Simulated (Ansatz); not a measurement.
CaF₂: levels along high-symmetry lines

```
Ca F
1.0
     0.00000    2.73125    2.73125
     2.73125    0.00000    2.73125
     2.73125    2.73125    0.00000
Ca F
1 2
Cartesian
  0.0000 0.0000 0.0000
  1.3656 1.3656 1.3656
  4.0969 4.0969 4.0969
```

Atoms are numbered in the order listed.

The cell is COD entry 5000222, as deposited and not checked against the literature; nothing was relaxed.

Method: DFT, PBE, all-electron LAPW, scalar-relativistic (Ansatz 0.2.0).

Sampling and basis: a Γ-centred 8×8×8 k mesh, Fermi–Dirac smearing of 0.02 eV, basis error target 1 meV/atom, no spin polarisation.

Points in fractions of the reciprocal vectors of this cell: Γ (0, 0, 0), X (0.5, 0, 0.5), U (0.625, 0.25, 0.625), K (0.375, 0.375, 0.75), L (0.5, 0.5, 0.5), W (0.5, 0.25, 0.75). The path joins them by straight lines in the order Γ–X–U–K–Γ–L–W–X; legs that retrace an earlier one aren't tabulated. Energies are in eV from the top of the valence band.

**Question.** Is there a gap, and where are the band edges?

**Answer.** 7.29 eV, indirect from X (0.5, 0, 0.5) to Γ.

**Question.** List the levels between -8 and 6 eV at the symmetry points.

**Answer.** 
Γ: -2.10 (×3), -0.26 (×3)
X: -2.70, -1.65 (×2), -0.36 (×2), 0.00
U: -2.43, -1.73, -1.50, -0.64, -0.44, -0.10
K: -2.43, -1.73, -1.50, -0.64, -0.44, -0.10
L: -1.51 (×2), -1.28, -1.24, -0.83 (×2)
W: -2.25, -2.13, -1.04 (×2), -0.28, -0.09

Kohn–Sham gaps of semilocal functionals usually fall short of measured ones.
